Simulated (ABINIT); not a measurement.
SbPt:

```
Pt Sb
1.0
     4.12000    0.00000    0.00000
    -2.06000    3.56802    0.00000
     0.00000    0.00000    5.47000
Pt Sb
2 2
Direct
  0.00000 0.00000 0.50000
  0.00000 0.00000 0.00000
  0.66667 0.33333 0.75000
  0.33333 0.66667 0.25000
```

| Quantity | Value |
| --- | --- |
| Program | ABINIT 10.8.3 (patched build) |
| Task | relaxation of cell and atoms |
| Functional | LDA |
| Potentials or basis | JTH PAW LDA v2.0 sp |
| Cutoff | 544 eV |
| k mesh | 6 × 6 × 4 |
| Occupations | fermi-dirac, width 0.05 eV |
| Spin | no spin polarisation |

At the start: pressure 2.7 GPa; volume 20.10 Å³/atom.

Problem. Where does the relaxation end?

Solution. Over 7 steps the energy falls by 2.9 meV/atom and the volume is 20.44 Å³/atom (+1.7 %); space group P6_3/mmc (No. 194, to 0.05 Å).

Step by step:
```tsv
step	energy change (eV)	largest force (eV/Å)	pressure (GPa)	volume (Å³)
1	0.0000	0.0000	2.73	80.41
2	-0.0086	0.0000	1.34	81.08
3	-0.0114	0.0000	0.03	81.75
4	-0.0114	0.0000	0.00	81.77
5	-0.0114	0.0000	0.00	81.77
6	-0.0114	0.0000	0.00	81.77
7	-0.0114	0.0000	0.00	81.77
```

Final structure:
```
Pt Sb
1.0
     4.14229    0.00000    0.00000
    -2.07114    3.58733    0.00000
     0.00000    0.00000    5.50280
Pt Sb
2 2
Direct
  0.00000 0.00000 0.50000
  0.00000 0.00000 0.00000
  0.66667 0.33333 0.75000
  0.33333 0.66667 0.25000
```

Caveat: this set keeps more shells in the core, which shifts pressures and gaps.
